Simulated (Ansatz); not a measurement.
# MnO: one crystal by all-electron and frozen-core methods

Does the method matter for MnO? The same cell, functional and mesh are run with full-potential LAPW, PAW with frozen cores and datasets made for this crystal.

Method: DFT LDA, scalar-relativistic, in Ansatz 0.2.0.

### 1 The starting structure

Symmetry: Fm-3m, No. 225, cubic system. The conventional cell has a = 4.444 Å, b = 4.444 Å, c = 4.444 Å, α = 90.00°, β = 90.00°, γ = 90.00°. Mn (site symmetry m-3m) is surrounded by 6 O at 2.22 Å. O (site symmetry m-3m) is surrounded by 6 Mn at 2.22 Å.

As a file:

```cif
data_structure
_symmetry_space_group_name_H-M 'Fm-3m'
_symmetry_Int_Tables_number 225
_cell_length_a 4.4440
_cell_length_b 4.4440
_cell_length_c 4.4440
_cell_angle_alpha 90.000
_cell_angle_beta 90.000
_cell_angle_gamma 90.000
_cell_volume 87.77
loop_
_atom_site_label
_atom_site_type_symbol
_atom_site_symmetry_multiplicity
_atom_site_Wyckoff_symbol
_atom_site_fract_x
_atom_site_fract_y
_atom_site_fract_z
_atom_site_occupancy
Mn1 Mn 4 a 0.00000 0.00000 0.00000 1
O1 O 4 b 0.50000 0.00000 0.00000 1
```

The file gives the conventional cell by its symmetry; the runs use the cell typed in the input.

The geometry is a database entry used as it stands. It may stem from high pressure or temperature, or be incomplete, so it serves as a test cell.

Atoms are numbered in the order of the input: Mn1, O2.

### 2 Full-potential LAPW

Input file input.yaml:

```yaml
crystal:
  lattice:
    - [0.0, 2.222, 2.222]
    - [2.222, 0.0, 2.222]
    - [2.222, 2.222, 0.0]
  atoms:
    - { symbol: Mn, position: [0.0, 0.0, 0.0], spin: 4.0 }
    - { symbol: O, position: [0.5, 0.5, 0.5] }
magnetization:
  spin_polarized: true
kpoints:
  mp_grid: { grid: [16, 16, 16] }
  band_path:
    path:
      - [0.0, 0.0, 0.0]
      - [0.5, 0.0, 0.5]
      - [0.625, 0.25, 0.625]
      - [0.375, 0.375, 0.75]
      - [0.0, 0.0, 0.0]
      - [0.5, 0.5, 0.5]
      - [0.5, 0.25, 0.75]
      - [0.5, 0.0, 0.5]
    npoints: 14
scf:
  occupations: { method: fermi_dirac, width: 0.05 }
hamiltonian:
  xc: lda
  pseudopotentials: { kind: all_electron, lapw: { basis_error: 0.00025 } }
output:
  forces: true
  stress: true
  eigenvalues: true
  populations: true
  dos: { projected: true, de: 0.2, e_range: [-14, 8] }
```

Started as:

```sh
ansatz run input.yaml --threads 1 --pin off --max-ram 3072MiB --backend cpu --events-out ev --progress --plain --runs-dir out
```

### 3 PAW with frozen cores

Edit input.yaml of step 2 so:

```diff
@@ -27,3 +27,3 @@
   xc: lda
-  pseudopotentials: { kind: all_electron, lapw: { basis_error: 0.00025 } }
+  pseudopotentials: { kind: paw }
 output:
@@ -32,3 +32,9 @@
   eigenvalues: true
+  efg: { contact_densities: true }
   populations: true
+  bader: true
   dos: { projected: true, de: 0.2, e_range: [-14, 8] }
+  write_density: true
+  write_potential: true
+  elf: true
+  volumetric_format: npy
```

### 4 Datasets made for this crystal

Edit input.yaml of step 3 so:

```diff
@@ -22,3 +22,3 @@
       - [0.5, 0.0, 0.5]
-    npoints: 14
+    npoints: 8
 scf:
@@ -27,3 +27,3 @@
   xc: lda
-  pseudopotentials: { kind: paw }
+  pseudopotentials: { kind: all_electron, datasets: crystal }
 output:
@@ -33,8 +33 @@
   efg: { contact_densities: true }
-  populations: true
-  bader: true
-  dos: { projected: true, de: 0.2, e_range: [-14, 8] }
-  write_density: true
-  write_potential: true
-  elf: true
-  volumetric_format: npy
```

(Steps that only read results are left out.)

What does the calculation give? Wanted: pressure; gap; spin moments; Bader charges; highest ELF.

**Answer**, as computed:

```
           quantity                                                 value
           pressure  LAPW -16.21, PAW -16.21, crystal datasets -16.21 GPa
         gap (LAPW)                                                  none
spin moments (LAPW)                                  Mn1 4.17, O2 0.22 μB
Bader charges (PAW)                                 Mn1 +1.32, O2 -1.32 e
  highest ELF (PAW)                                   0.82, 0.61 Å from O
```

At this geometry the cell is under tension of 16.2 GPa, so it would shrink if let go. Bands cross the Fermi level: the crystal is a metal at this level. Mn 3d carries the largest share, 72 %, of the projected states within 0.3 eV of the Fermi level. The projection holds only the free atom's occupied shells (Mn 4s, Mn 3d, O 2s, O 2p in this range). In pressure, PAW differs from LAPW by less than 0.01 GPa. Site moments are counted in spheres whose radii differ between the methods. LAPW took about 3 times as long as PAW (41 s against 13 s, on a shared host and with the outputs that each input asks for). The magnetic state is the one reached from the start moments in this cell; it needn't be the ground state. With one magnetic atom in the cell only ferromagnetic order fits; the real order can differ. No U acts on the open 3d shell, so the metal found here may be the functional's error.
